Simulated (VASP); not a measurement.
# Si (P6_3/mmc) in VASP: notebook

One crystal, Si, is run at these levels: r2SCAN; tasks: relaxation of cell and atoms.

Everything below comes from runs of VASP 6.6.1. Logs are shortened: lines on timing, memory, paths and dates and some standing lists are left out, and cuts for length are marked.

### Step 1. The crystal as given

Symmetry: P6_3/mmc, No. 194, hexagonal system. Conventional cell: a = 3.831 Å, b = 3.831 Å, c = 6.333 Å, α = 90.00°, β = 90.00°, γ = 120.00°. Around Si (site symmetry 3m) lie 4 Si at 2.35 to 2.37 Å.

This isn't the form of Si at room conditions, which is diamond.

### Step 2. Relaxation of cell and atoms, r2SCAN

The input, INCAR:

```
PREC = Accurate ; ENCUT = 600
EDIFF = 1E-6 ; ISMEAR = 0
SIGMA = 0.03 ; LREAL = F
LASPH = T ; NELM = 80
ALGO = Normal ; ISIF = 3
LWAVE = F ; LCHARG = F
METAGGA = R2SCAN ; LMIXTAU = T
IBRION = 2 ; NSW = 90
EDIFFG = -0.01
```

The input, KPOINTS:

```
regular mesh
0
Gamma
  9 9 4
```

The input, POSCAR:

```
Si
1.0
    3.8313174605      0.0000000000      0.0000000000
   -1.9156587303      3.3180182508      0.0000000000
    0.0000000000      0.0000000000      6.3326220002
Si
4
Direct
    0.3333333300      0.6666666700      0.0630095000
    0.6666666700      0.3333333300      0.5630095000
    0.3333333300      0.6666666700      0.4369905000
    0.6666666700      0.3333333300      0.9369905000
```

Potentials or basis: VASP PAW PBE potentials, release 64 (Si).

Run with:

```
$ cat potpaw_PBE.64/Si/POTCAR > POTCAR
$ mpirun -np 1 vasp_std > vasp.out
```

OUTCAR:

```text
PREC = Accurate
   ENCUT = 600
   EDIFF = 1E-6
   ISMEAR = 0
   LREAL = F
   LASPH = T
   NELM = 80
   ISIF = 3
   METAGGA = R2SCAN
   IBRION = 2
   NSW = 90
   EDIFFG = -0.01

 ion  position               nearest neighbor table
   1  0.333  0.667  0.063-   4 2.35   4 2.35   4 2.35   3 2.37
   2  0.667  0.333  0.563-   3 2.35   3 2.35   3 2.35   4 2.37
   3  0.333  0.667  0.437-   2 2.35   2 2.35   2 2.35   1 2.37
   4  0.667  0.333  0.937-   1 2.35   1 2.35   1 2.35   2 2.37

  LATTYP: Found a hexagonal cell.
 ALAT       =     3.8313174605
 C/A-ratio  =     1.6528575524

  Lattice vectors:

 A1 = (   3.8313174605,   0.0000000000,   0.0000000000)
 A2 = (  -1.9156587303,   3.3180182508,   0.0000000000)
 A3 = (   0.0000000000,   0.0000000000,   6.3326220002)

Analysis of symmetry for initial positions (statically):
=====================================================================
 Subroutine PRICEL returns:
 Original cell was already a primitive cell.

 Routine SETGRP: Setting up the symmetry group for a
 hexagonal supercell.

 Subroutine GETGRP returns: Found 24 space group operations
 (whereof 12 operations were pure point group operations)
 out of a pool of 24 trial point group operations.

The static configuration has the point symmetry D_3d.
 The point group associated with its full space group is D_6h.

Analysis of symmetry for dynamics (positions and initial velocities):
=====================================================================
 Subroutine PRICEL returns:
 Original cell was already a primitive cell.

 Routine SETGRP: Setting up the symmetry group for a
 hexagonal supercell.

 Subroutine GETGRP returns: Found 24 space group operations
 (whereof 12 operations were pure point group operations)
 out of a pool of 24 trial point group operations.

The dynamic configuration has the point symmetry D_3d.
 The point group associated with its full space group is D_6h.

 Subroutine INISYM returns: Found 24 space group operations
 (whereof 12 operations are pure point group operations),
 and found     1 'primitive' translations

----------------------------------------------------------------------------------------

                                     Primitive cell

  volume of cell :      80.5027

  direct lattice vectors                    reciprocal lattice vectors
     3.831317461  0.000000000  0.000000000     0.261006823  0.150692360  0.000000000
    -1.915658730  3.318018251  0.000000000     0.000000000  0.301384720  0.000000000
     0.000000000  0.000000000  6.332622000     0.000000000  0.000000000  0.157912473

  length of vectors
     3.831317461  3.831317461  6.332622000     0.301384720  0.301384720  0.157912473

  position of ions in fractional coordinates (direct lattice)
     0.333333330  0.666666670  0.063009500
     0.666666670  0.333333330  0.563009500
     0.333333330  0.666666670  0.436990500
     0.666666670  0.333333330  0.936990500

  ion indices of the primitive-cell ions
   primitive index   ion index
                 1           1
                 2           2
                 3           3
                 4           4

----------------------------------------------------------------------------------------

 KPOINTS: regular mesh

Automatic generation of k-mesh.
 Grid dimensions read from file:
 generate k-points for:    9    9    4

 Generating k-lattice:

  Cartesian coordinates                     Fractional coordinates (reciprocal lattice)
     0.029000758  0.016743596  0.000000000     0.111111111  0.000000000  0.000000000
     0.000000000  0.033487191  0.000000000     0.000000000  0.111111111  0.000000000
     0.000000000  0.000000000  0.039478118     0.000000000  0.000000000  0.250000000

  Length of vectors
     0.033487191  0.033487191  0.039478118

  Shift w.r.t. Gamma in fractional coordinates (k-lattice)
     0.000000000  0.000000000  0.000000000

 Subroutine IBZKPT returns following result:
 ===========================================

 Found     36 irreducible k-points:

 Following reciprocal coordinates:
            Coordinates               Weight
  0.000000  0.000000  0.000000      1.000000
  0.111111  0.000000  0.000000      6.000000
  0.222222  0.000000  0.000000      6.000000
  0.333333  0.000000  0.000000      6.000000
  0.444444  0.000000  0.000000      6.000000
  0.111111  0.111111  0.000000      6.000000
[... 16 lines left out ...]
  0.333333  0.222222  0.250000     24.000000
  0.333333  0.333333  0.250000      4.000000
 [... further k-points ...]
   k-points           NKPTS =     36   k-points in BZ     NKDIM =     36   number of bands    NBANDS=     12
   number of dos      NEDOS =    301   number of ions     NIONS =      4
   total plane-waves  NPLWV =  55296
   dimension x,y,z NGX =    32 NGY =   32 NGZ =   54
   dimension x,y,z NGXF=    64 NGYF=   64 NGZF=  108
   ions per type =               4
   NGX,Y,Z   is equivalent  to a cutoff of  13.89, 13.89, 14.18 a.u.
   NGXF,Y,Z  is equivalent  to a cutoff of  27.77, 27.77, 28.35 a.u.
 SYSTEM =  unknown system
   PREC   = accura    normal or accurate (medium, high low for compatibility)
   ISTART =      0    job   : 0-new  1-cont  2-samecut
   ICHARG =      2    charge: 1-file 2-atom 10-const
   ISPIN  =      1    spin polarized calculation?
   LNONCOLLINEAR =      F non collinear calculations
   LSORBIT =      F    spin-orbit coupling
   LASPH  =      T    aspherical Exc in radial PAW
   ENCUT  =  600.0 eV  44.10 Ry    6.64 a.u.   7.65  7.65 12.65*2*pi/ulx,y,z
   NELM   =     80;   NELMIN=  2; NELMDL= -5     # of ELM steps
   EDIFF  = 0.1E-05   stopping-criterion for ELM
   LREAL  =      F    real-space projection
   EDIFFG = -.1E-01   stopping-criterion for IOM
   NSW    =     90    number of steps for IOM
   IBRION =      2    ionic relax: 0-MD 1-quasi-New 2-CG
   NFREE  =      1    steps in history (QN), initial steepest desc. (CG)
   ISIF   =      3    stress and relaxation
   ISYM   =      2    0-nonsym 1-usesym 2-fastsym
   POTIM  = 0.5000    time-step for ionic-motion
   TEBEG  =    0.0;   TEEND  =   0.0 temperature during run
   PSTRESS=    0.0 pullay stress
   NELECT =      16.0000    total number of electrons
   NUPDOWN=      -1.0000    fix difference up-down
   EMIN   =  10.00;   EMAX   =-10.00  energy-range for DOS
   EFERMI =   0.00;   METHOD = LEGACY
   ISMEAR =     0;   SIGMA  =   0.03  broadening in eV -4-tet -1-fermi 0-gaus
   EFERMI_NEDOS =   21; number of points for ismear=-14 and -15
   IALGO  =     38    algorithm
   IMIX   =      4    mixing-type and parameters
     AMIX     =   0.40;   BMIX     =  1.00
     AMIX_MAG =   1.60;   BMIX_MAG =  1.00
  volume/ion in A,a.u.               =      20.13       135.81
  Fermi-wavevector in a.u.,A,eV,Ry     =   0.955384  1.805414 12.418837  0.912759
  Thomas-Fermi vector in A             =   2.084217
   LORBIT       =      0    0 simple, 1 ext, 2 COOP (PROOUT), +10 PAW based schemes
   METAGGA = R2SCAN    functional components
   LHFCALC =     F    Hartree Fock is set to
   AEXX    =    0.0000 exact exchange contribution
   IVDW    =     0    specifies the selected vdW correction
   LEPSILON=     F    determine dielectric tensor
   LRPA    =     F    only Hartree local field effects (RPA)
 conjugate gradient relaxation of ions
 non-spin polarized calculation
 Gauss-broadening in eV      SIGMA  =   0.03
  energy-cutoff  :      600.00
  volume of cell :       80.50
 maximum number of plane-waves:      2738
 NGX is ok and might be reduce to    32
   NGX = 15   NGY = 15   NGZ = 25

--------------------------------------- Ionic step        1  -------------------------------------------

 number of electron      16.0000000 magnetization

 Free energy of the ion-electron system (eV)
  ---------------------------------------------------
  ext. energy  EPLUGINS =         0.00000000
  ---------------------------------------------------
  free energy    TOTEN  =       -35.04756986 eV

  energy without entropy =      -35.04756986  energy(sigma->0) =      -35.04756986

------------------------ aborting loop because EDIFF is reached ----------------------------------------

  FORCE on cell =-STRESS in cart. coord.  units (eV):
  Direction    XX          YY          ZZ          XY          YZ          ZX
  --------------------------------------------------------------------------------------
  -------------------------------------------------------------------------------------
  Total       -0.0574510     -0.0574510      0.0379145      0.0000000     -0.0000000      0.0000000
  in kB       -1.1433989     -1.1433989      0.7545807      0.0000000     -0.0000000      0.0000000
  external PRESSURE =      -0.5107390 kB  Pullay stress =       0.0000000 kB
[... 61 lines left out ...]
  energy  without entropy=      -35.0475866032  energy(sigma->0) =      -35.04758660

--------------------------------------- Ionic step        3  -------------------------------------------

 number of electron      16.0000000 magnetization

 Free energy of the ion-electron system (eV)
  ---------------------------------------------------
  ext. energy  EPLUGINS =         0.00000000
  ---------------------------------------------------
  free energy    TOTEN  =       -35.04760071 eV

  energy without entropy =      -35.04760071  energy(sigma->0) =      -35.04760071

 E-fermi :   6.0929     XC(G=0):  -9.8326

 val. band max:        5.9592057181   @ k =   0.0000   0.0000   0.0000
 cond. band min:       6.6155466837   @ k =   0.4444   0.0000   0.0000
 fundamental gap:      0.6563409655
 Fermi energy:         6.0928932509

 k-point     1 :       0.0000    0.0000    0.0000
  band No.  band energies     occupation
      1      -6.8165      2.00000
      2      -4.4181      2.00000
      3      -1.5686      2.00000
      4       4.3515      2.00000
      5       4.3515      2.00000
      6       5.5884      2.00000
      7       5.9592      2.00000
      8       5.9592      2.00000
      9       7.3384      0.00000
     10       8.1326      0.00000
     11       8.1326      0.00000
     12       8.5197      0.00000
[... 331 lines left out ...]
 k-point    24 :       0.3333    0.3333    0.2500
  band No.  band energies     occupation
      1      -3.3639      2.00000
      2      -3.3639      2.00000
      3      -1.3545      2.00000
      4      -1.3545      2.00000
      5       0.7351      2.00000
      6       2.0231      2.00000
      7       2.9783      2.00000
      8       2.9783      2.00000
      9       7.8271      0.00000
     10       9.1953      0.00000
     11       9.1953      0.00000
     12      11.6869      0.00000

 [... further k-points ...]

------------------------ aborting loop because EDIFF is reached ----------------------------------------

  FORCE on cell =-STRESS in cart. coord.  units (eV):
  Direction    XX          YY          ZZ          XY          YZ          ZX
  --------------------------------------------------------------------------------------
  -------------------------------------------------------------------------------------
  Total        0.0002506      0.0002506      0.0069009     -0.0000000      0.0000000      0.0000000
  in kB        0.0049893      0.0049893      0.1374192     -0.0000000      0.0000000      0.0000000
  external PRESSURE =       0.0491326 kB  Pullay stress =       0.0000000 kB
[... 19 lines left out ...]
  FREE ENERGIE OF THE ION-ELECTRON SYSTEM (eV)
  ---------------------------------------------------
  free  energy   TOTEN  =       -35.0476007059 eV

  energy  without entropy=      -35.0476007059  energy(sigma->0) =      -35.04760071

 reached required accuracy - stopping structural energy minimisation
```

Wall time 2.1 min (1 thread of Intel Xeon 6975P-C (Granite Rapids), shared host); peak memory 0.24 GiB.

Results:

```
Free energy                            : -35.0476 eV
Relaxed volume                         : 20.11 Å³/atom
Relaxed cell                           : a = 3.830 Å, b = 3.830 Å, c = 6.334 Å, α = 90.00°, β = 90.00°, γ = 120.00°
Space group after relaxing (to 0.05 Å) : P6_3/mmc (No. 194)
Energy gained by relaxing              : 0.0 meV/atom
Ionic steps                            : 3
Pressure after relaxing                : 0.0 GPa
Largest force after relaxing           : 0.007 eV/Å
Band gap on the k mesh                 : 0.66 eV, indirect (least direct gap 1.38 eV)
```

Forces in eV/Å, atoms in the order of the input:
```
Si   0.000  0.000  0.007
Si   0.000  0.000  0.007
Si   0.000  0.000 -0.007
Si   0.000  0.000 -0.007
```

Final structure:
```xyz
4
Lattice="3.8297 0.0000 0.0000 -1.9149 3.3166 0.0000 0.0000 0.0000 6.3343" Properties=species:S:1:pos:R:3 pbc="T T T"
Si    0.0000    2.2111    0.3990
Si    1.9149    1.1056    3.5662
Si    0.0000    2.2111    2.7682
Si    1.9149    1.1056    5.9353
```

Levels at points of the mesh, in eV from the valence-band top:
| k point | band 6 | band 7 | band 8 | band 9 | band 10 | band 11 |
| --- | --- | --- | --- | --- | --- | --- |
| (0.00, 0.00, 0.00) | -0.37 | 0.00 | 0.00 | 1.38 | 2.17 | 2.17 |
| (0.00, 0.00, 0.50) | -0.98 | -0.98 | -0.98 | 2.16 | 2.16 | 3.21 |

Caveat: the PAW data sets were made with another functional, which shifts forces and pressure a little; an odd mesh through Γ misses points on the zone boundary, where band edges often lie. r2SCAN opens gaps a little over a GGA but as a rule still falls short of measured ones.

### Step 3. Relaxation of cell and atoms, r2SCAN

The input, INCAR:

```
PREC = Accurate ; ENCUT = 600
EDIFF = 1E-7 ; ISMEAR = 0
SIGMA = 0.03 ; LREAL = F
LASPH = T ; NELM = 80
ALGO = Normal ; ISIF = 3
LWAVE = F ; LCHARG = F
METAGGA = R2SCAN ; LMIXTAU = T
IBRION = 2 ; NSW = 90
EDIFFG = -0.005
```

KPOINTS is that of step 2.

The input, POSCAR:

```
Si                                      
1.0
    3.8297371497      0.0000000000      0.0000000000
   -1.9148685749      3.3166496615      0.0000000000
    0.0000000000     -0.0000000000      6.3343457963
  Si            
     4
Direct
     0.3333333300000021    0.6666666699999979    0.0629907166242049
     0.6666666699999979    0.3333333300000021    0.5629907166242049
     0.3333333300000021    0.6666666699999979    0.4370092833757951
     0.6666666699999979    0.3333333300000021    0.9370092833757951
```

Potentials or basis: VASP PAW PBE potentials, release 64 (Si).

Run with:

```
$ cat potpaw_PBE.64/Si/POTCAR > POTCAR
$ mpirun -np 1 vasp_std > vasp.out
```

OUTCAR:

```text
PREC = Accurate
   ENCUT = 600
   EDIFF = 1E-7
   ISMEAR = 0
   LREAL = F
   LASPH = T
   NELM = 80
   ISIF = 3
   METAGGA = R2SCAN
   IBRION = 2
   NSW = 90
   EDIFFG = -0.005

 ion  position               nearest neighbor table
   1  0.333  0.667  0.063-   4 2.35   4 2.35   4 2.35   3 2.37
   2  0.667  0.333  0.563-   3 2.35   3 2.35   3 2.35   4 2.37
   3  0.333  0.667  0.437-   2 2.35   2 2.35   2 2.35   1 2.37
   4  0.667  0.333  0.937-   1 2.35   1 2.35   1 2.35   2 2.37

[... 614 lines left out ...]
  Direction    XX          YY          ZZ          XY          YZ          ZX
  --------------------------------------------------------------------------------------
  -------------------------------------------------------------------------------------
  Total       -0.0069227     -0.0069227      0.0114477      0.0000000     -0.0000000      0.0000000
  in kB       -0.1378495     -0.1378495      0.2279532      0.0000000     -0.0000000      0.0000000
  external PRESSURE =      -0.0159153 kB  Pullay stress =       0.0000000 kB

 VOLUME and BASIS-vectors are now :
 -----------------------------------------------------------------------------
  energy-cutoff  :      600.00
  volume of cell :       80.46
      direct lattice vectors                 reciprocal lattice vectors
     3.829664090  0.000000000  0.000000000     0.261119507  0.150757418  0.000000000
    -1.914832045  3.316586390 -0.000000000    -0.000000000  0.301514836  0.000000000
     0.000000000  0.000000000  6.334766875    -0.000000000  0.000000000  0.157859006

 POSITION                                       TOTAL-FORCE (eV/Angst)
 -----------------------------------------------------------------------------------
     -0.00000      2.21106      0.39934         0.000000     -0.000000     -0.001064
      1.91483      1.10553      3.56673        -0.000000      0.000000     -0.001064
     -0.00000      2.21106      2.76804         0.000000     -0.000000      0.001064
      1.91483      1.10553      5.93542        -0.000000      0.000000      0.001064
 -----------------------------------------------------------------------------------
    total drift:                               -0.000001      0.000001     -0.000000

  FREE ENERGIE OF THE ION-ELECTRON SYSTEM (eV)
  ---------------------------------------------------
  free  energy   TOTEN  =       -35.0476043599 eV

  energy  without entropy=      -35.0476043599  energy(sigma->0) =      -35.04760436

 reached required accuracy - stopping structural energy minimisation
```

It took 1.9 min on 1 thread of Intel Xeon 6975P-C (Granite Rapids), shared host; peak memory 0.24 GiB.

Results:

```
Free energy               : -35.0476 eV
Energy gained by relaxing : 0.0 meV/atom
Ionic steps               : 2
Pressure after relaxing   : 0.0 GPa
Band gap on the k mesh    : 0.66 eV, indirect (least direct gap 1.38 eV)
```

Final structure:
```
Si
1.0
     3.82966    0.00000    0.00000
    -1.91483    3.31659    0.00000
     0.00000    0.00000    6.33477
Si
4
Direct
  0.33333 0.66667 0.06304
  0.66667 0.33333 0.56304
  0.33333 0.66667 0.43696
  0.66667 0.33333 0.93696
```

Levels at points of the mesh, in eV from the valence-band top:
```csv
k point,band 4,band 5,band 6,band 7,band 8,band 9,band 10,band 11,band 12
"(0.00, 0.00, 0.00)",-1.61,-1.61,-0.38,0.00,0.00,1.38,2.17,2.17,2.56
"(0.00, 0.00, 0.50)",-4.40,-0.98,-0.98,-0.98,-0.98,2.16,2.16,3.21,3.21
```

Caveat: the PAW data sets were made with another functional, which shifts forces and pressure a little; an odd mesh through Γ misses points on the zone boundary, where band edges often lie. r2SCAN opens gaps a little over a GGA but as a rule still falls short of measured ones.
